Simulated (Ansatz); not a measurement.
TiO2:

```
CELL_PARAMETERS angstrom
-4.35076 4.35076 1.88756
4.35076 -4.35076 1.88756
4.35076 4.35076 -1.88756
ATOMIC_POSITIONS crystal
Ti 0.29228 0.99714 0.28943
Ti 0.00286 0.29228 0.29514
Ti 0.99714 0.70772 0.70486
Ti 0.70772 0.00286 0.71057
O 0.49886 0.84922 0.34808
O 0.16166 0.15960 0.32126
O 0.15078 0.49886 0.64965
O 0.15960 0.83834 0.99794
O 0.84040 0.16166 0.00206
O 0.84922 0.50114 0.35035
O 0.83834 0.84040 0.67874
O 0.50114 0.15078 0.65192
```

Measurements of this composition are mostly on another form, of space group No. 141.

- Program: Ansatz 0.2.0
- Task: relaxation of cell and atoms
- Functional: revPBE
- Dispersion: D4
- Potentials or basis: Ansatz PAW
- Cutoff: 420 eV (not typed: the program's choice for these potentials)
- k mesh: 8 × 8 × 8
- Occupations: fermi-dirac, width 0.05 eV
- Spin: no spin polarisation

At the start: volume 11.91 Å³/atom.

Question: Where does the relaxation end?

Answer: It ends after 12 steps and the volume is 11.93 Å³/atom (+0.2 %); space group I4/m (No. 87, to 0.05 Å).

The path:
```
step  energy change (eV)  largest force (eV/Å)  volume (Å³)
   1              0.0000                0.3224       142.92
   2             -0.0082                0.1559       142.85
   3             -0.0139                0.0180       142.81
   4             -0.0139                0.0196       142.96
   5             -0.0148                0.0455       142.98
   6             -0.0233                0.0126       143.18
   7             -0.0235                0.0056       143.18
   8             -0.0254                0.0054       143.18
   9             -0.0253                0.0115       143.22
  10             -0.0251                0.0023       143.27
  11             -0.0253                0.0027       143.22
  12             -0.0254                0.0027       143.22
```

Final structure:
```yaml
crystal:
  lattice:
    - [-4.38048, 4.38048, 1.86595]
    - [4.38048, -4.38048, 1.86595]
    - [4.38048, 4.38048, -1.86595]
  atoms:
    - { symbol: Ti, position: [0.28956, 0.98516, 0.27472] }
    - { symbol: Ti, position: [0.01484, 0.28956, 0.30440] }
    - { symbol: Ti, position: [0.98516, 0.71044, 0.69560] }
    - { symbol: Ti, position: [0.71044, 0.01484, 0.72528] }
    - { symbol: O, position: [0.49270, 0.84739, 0.34009] }
    - { symbol: O, position: [0.16406, 0.15531, 0.31938] }
    - { symbol: O, position: [0.15261, 0.49270, 0.64531] }
    - { symbol: O, position: [0.15531, 0.83594, 0.99125] }
    - { symbol: O, position: [0.84469, 0.16406, 0.00875] }
    - { symbol: O, position: [0.84739, 0.50730, 0.35469] }
    - { symbol: O, position: [0.83594, 0.84469, 0.68062] }
    - { symbol: O, position: [0.50730, 0.15261, 0.65991] }
```

Caveat: the plane-wave basis is chosen anew once the cell has moved, so the energies of steps on either side of that aren't comparable; the pressure holds a Pulay correction of +0.6 GPa for the finite cutoff; the PAW data sets come from PBE, with cores solved anew for the run's functional, which leaves a small shift of forces and pressure.
